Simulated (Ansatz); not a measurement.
**K2S: levels along high-symmetry lines**

```
S K
1.0
     0.00000    3.73133    3.73133
     3.73133    0.00000    3.73133
     3.73133    3.73133    0.00000
S K
1 2
Cartesian
  0.0000 0.0000 0.0000
  1.8657 1.8657 1.8657
  5.5970 5.5970 5.5970
```

Atom numbers follow the list: S1, K2, K3.

The conventional cell has a = 7.463 Å, b = 7.463 Å, c = 7.463 Å, α = 90.00°, β = 90.00°, γ = 90.00°. S (atom 1) is surrounded by 8 K at 3.23 Å. K (atom 2) has 4 S at 3.23 Å as nearest neighbours.

The structure comes from a relaxation in the same program, started in the fluorite type, and has space group Fm-3m. Whether it is a known phase or the ground state wasn't checked.

All numbers below come from DFT, PBE, all-electron LAPW, scalar-relativistic in Ansatz 0.2.0.

The runs use a Γ-centred 10×10×10 k mesh, Fermi–Dirac smearing of 0.03 eV, basis error target 1 meV/atom, no spin polarisation.

Points in fractions of the reciprocal vectors of this cell: Γ (0, 0, 0), X (0.5, 0, 0.5), U (0.625, 0.25, 0.625), K (0.375, 0.375, 0.75), L (0.5, 0.5, 0.5), W (0.5, 0.25, 0.75). The path joins them by straight lines in the order Γ–X–U–K–Γ–L–W–X; legs that retrace an earlier one aren't tabulated. Energies are in eV from the top of the valence band.

**Question.** Is there a gap, and where are the band edges?

**Answer.** 2.32 eV, indirect from X (0.5, 0, 0.5) to Γ.

**Question.** List the levels between -8 and 5 eV at the symmetry points.

**Answer.** 
Γ: -0.18 (×3), 2.32
X: -0.72, 0.00 (×2), 3.50
U: -0.53, -0.20, -0.01, 3.72
K: -0.53, -0.20, -0.01, 3.72
L: -0.60, -0.06 (×2), 4.67, 4.91
W: -0.37 (×2), -0.02, 3.71

Kohn–Sham gaps of semilocal functionals usually fall short of measured ones.
